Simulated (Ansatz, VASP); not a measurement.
# GaP in VASP and in Ansatz

```
Ga P
1.0
     0.00000    2.72525    2.67075
     2.72525    0.00000    2.67075
     2.72525    2.72525    0.00000
Ga P
1 1
Direct
  0.00000 0.00000 0.00000
  0.25000 0.25000 0.25000
```

Change from the starting cell: z stretched by -2 %, ions relaxed.

Alike in both runs: functional PBE; k mesh 14 × 14 × 14; occupations fermi-dirac, width 0.02 eV; no spin polarisation.

Ansatz relaxed the structure, and its values are those at the end. VASP's run is a single point on that final structure, the one shown.

```csv
,VASP,Ansatz
version,VASP 6.6.1,Ansatz 0.2.0
potentials or method,"VASP PAW PBE potentials, release 64 (Ga_d, P)","plane-wave PAW, scalar-relativistic"
plane-wave cutoff (eV),520,420
valence electrons in the cell,18,18
```

|  | VASP | Ansatz | Ansatz less VASP |
| --- | --- | --- | --- |
| gap on the k mesh at the Fermi level (eV) | 1.36 | 1.36 | 0.000 |
| pressure (GPa) | 4.3 | 4.4 | +0.10 |

Ansatz warned: «stress_scf_threshold_loose».

A k mesh can miss the band edges.
